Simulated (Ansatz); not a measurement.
Relaxing Bi4Te3

Method: Ansatz, DFT PBE, scalar-relativistic, plane waves, PAW. Cutoff 420 eV, Γ-centred k mesh, Gaussian smearing, no spin polarisation in the final step.

The start is a random cell of Bi4Te3 with space group P-43m (No. 215), drawn with lower limits on the distances.

```xyz
7
Lattice="6.7229 0.0000 0.0000 0.0000 6.7229 0.0000 0.0000 0.0000 6.7229" Properties=species:S:1:pos:R:3 pbc="T T T"
Bi    5.0421    1.6807    1.6807
Bi    1.6807    5.0421    1.6807
Bi    1.6807    1.6807    5.0421
Bi    5.0421    5.0421    5.0421
Te    3.3614    3.3614    0.0000
Te    3.3614    0.0000    3.3614
Te    0.0000    3.3614    3.3614
```

Steps on the 4×4×4 mesh (7 atoms). 7 of 7 steps are shown, and the free energy counts from the last. Trial steps that were taken back and renewals of the plane-wave basis can be among the rows.

```
step  ΔF (meV/atom) V (Å³/atom) P (GPa) largest force component (eV/Å)
   1          375.5        43.41     4.82                           0.656
   2          227.9        46.93    -0.17                           0.375
   3          148.1        45.82    -1.58                           0.348
   4           60.1        43.83    -2.23                           0.265
   5            5.5        40.48    -0.90                           0.179
   6           -0.5        39.75    -0.11                           0.037
   7            0.0        39.75    -0.11                           0.037
```

A final relaxation ran on a 6×6×6 mesh. The relaxed crystal, P-43m (No. 215):

Space group P-43m (No. 215). a = 6.504 Å, b = 6.504 Å, c = 6.504 Å, α = 90.00°, β = 90.00°, γ = 90.00°
```json
{"atom": "Bi", "site": "4e", "symmetry": ".3m", "x": "0.8158", "y": "0.1842", "z": "0.1842"}
{"atom": "Te", "site": "3c", "symmetry": "-42.m", "x": "0.5000", "y": "0.5000", "z": "0.0000"}
```

* Volume per atom: 39.30 Å³
* Density: 7.36 g/cm³
* Energy over the elements: 0.07 eV/atom
* Gap on the 6×6×6 mesh: 0 eV (a metal)

Formation energies are uncorrected and refer to the elements' standard structures at the same level.

The final run used a 6×6×6 mesh on its 7-atom cell and 0.10 eV smearing. For metals, differences of a few meV/atom aren't resolved. Spin–orbit coupling is left out.

Symmetry constrained the relaxation, so the result can be a saddle point.

Cost: 2 runs of about 1.7 core-minutes in all, on Intel Xeon 6975P-C (Granite Rapids) (shared hosts).